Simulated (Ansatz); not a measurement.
C4H9N can be A, `C=C(C)CN`, or B, `C1CCNC1`.

Calculated with Ansatz (gas phase, PBE0-D4/def2-TZVP geometries, no zero-point term in ΔE). CCSD(T)/CBS adds triple-zeta CCSD(T) − MP2 to the extrapolated MP2 energy (def2 sets, frozen cores). Functionals use def2-TZVPP. B3LYP here is the variant with VWN-RPA as its local correlation; programs differ in this. Each species was taken in one conformer, which may not be the lowest.

A:

```xyz
14

C    -0.4312   -1.6470   -0.5630
C    -0.1580   -0.3564   -0.4011
C     0.6089    0.4437   -1.4028
C    -0.6167    0.3795    0.8263
N     0.5202    0.9278    1.5553
H    -0.9901   -2.2024    0.1830
H    -0.1127   -2.1892   -1.4468
H    -0.0125    1.2522   -1.8033
H     0.9495   -0.1738   -2.2347
H     1.4708    0.9194   -0.9296
H    -1.2542   -0.2873    1.4244
H    -1.2419    1.2250    0.5143
H     1.0598    0.1789    1.9719
H     0.2082    1.5295    2.3062
```

B:

```xyz
14

C    -1.130    0.041   -0.333
C    -0.494   -0.056    1.068
C     1.016    0.086    0.806
N     1.243   -0.294   -0.582
C     0.072    0.220   -1.280
H    -1.676   -0.874   -0.574
H    -1.839    0.867   -0.414
H    -0.714   -1.023    1.526
H    -0.865    0.712    1.750
H     1.322    1.132    0.928
H     1.634   -0.512    1.479
H     1.250   -1.306   -0.649
H     0.235    1.284   -1.482
H    -0.055   -0.278   -2.243
```

Question: Which isomer does CCSD(T)/CBS put lower? Give the gap. (Best estimate.)

Answer: Ansatz gave: B, by 7.3 kcal/mol.

Question: Give E(B) − E(A) in kcal/mol with PBE-D4, PBE0-D4, CCSD(T)/def2-TZVPP, HF/def2-TZVPP, B3LYP, r2SCAN-D4, CCSD/def2-TZVPP. (An estimate is asked.)

Answer: Computed: PBE-D4 -8.0, PBE0-D4 -10.3, CCSD(T)/def2-TZVPP -7.6, HF/def2-TZVPP -4.8, B3LYP -4.2, r2SCAN-D4 -7.7, CCSD/def2-TZVPP -7.9. None reverses the order clearly.

Largest T1 diagnostic: 0.010.

In def2-TZVPP, CCSD(T) changes the Hartree–Fock value by −2.8 kcal/mol (the triples alone add +0.2 kcal/mol) and MP2 by −4.0 kcal/mol. From PBE to PBE0 (25 % exact exchange), in def2-TZVPP and without D4, E(B) − E(A) moves by −2.4 kcal/mol.
